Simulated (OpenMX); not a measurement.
WC (Qusongite) under changes of volume

One of the cells (10.376 Å³/atom); the others are scaled copies at fixed shape and fractional positions:

```
W C
1.0
     2.90650    0.00000    0.00000
    -1.45325    2.51710    0.00000
     0.00000    0.00000    2.83660
W C
1 1
Direct
  0.00000 0.00000 0.00000
  0.66667 0.33333 0.50000
```

| Quantity | Value |
| --- | --- |
| Program | OpenMX 3.8.5 |
| Functional | LDA |
| Potentials or basis | OpenMX 2013 LDA set, W7.0-s3p2d2f1, C6.0-s2p2d1, fixed grid of 30 × 30 × 35 points |
| k mesh | 11 × 11 × 9 |
| Occupations | fermi-dirac, width 0.05 eV |
| Spin | no spin polarisation |

```csv
volume (Å³/atom),energy over the lowest point (meV/atom),largest force (eV/Å)
9.754,22.43,0.043
9.961,5.11,0.043
10.169,0.00,0.042
10.376,5.80,0.042
10.584,?,?
10.791,46.05,0.041
10.999,78.56,0.040
```

**Question.** What does the run at 10.584 Å³/atom give?

**Answer.** Energy over the lowest point 21.51 meV/atom; largest force 0.041 eV/Å.

Worked out: A Birch-Murnaghan fit of order 3 (a polynomial in V^(-2/3)) to the other rows has its minimum at 10.16 Å³/atom with B0 = V·E''(V) = 417 GPa and B' = 4.3 at fixed shape and positions, which overstates the stiffness. It gives 21.56 meV/atom at 10.584 Å³/atom, against the run's 21.51.

Energies are extrapolated to zero smearing.

Caveats: the basis of atomic orbitals isn't converged, which shifts pressures, moduli and gaps.
